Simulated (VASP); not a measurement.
# WSe₂ (1T (CdI2) bulk): gaps by functional in VASP

```cif
data_structure
_symmetry_space_group_name_H-M 'P 1'
_symmetry_Int_Tables_number 1
_cell_length_a 3.3153
_cell_length_b 3.3153
_cell_length_c 6.5192
_cell_angle_alpha 90.000
_cell_angle_beta 90.000
_cell_angle_gamma 120.000
_cell_volume 62.06
loop_
_atom_site_label
_atom_site_type_symbol
_atom_site_fract_x
_atom_site_fract_y
_atom_site_fract_z
_atom_site_occupancy
W1 W 0.00000 0.00000 0.00000 1
Se1 Se 0.33333 0.66667 0.25717 1
Se2 Se 0.66667 0.33333 0.74283 1
```

All runs share this cell. Band v is the last that the valence electrons fill when counted band by band, and c is the next. A negative gap between them is a band overlap, as in a metal.

```
 level  gap (eV)  least direct gap (eV)  pressure (GPa)
   PBE     -0.95                   0.00             3.4
   LDA     -0.95                   0.00            -3.7
PBEsol     -0.96                   0.00            -1.3
```
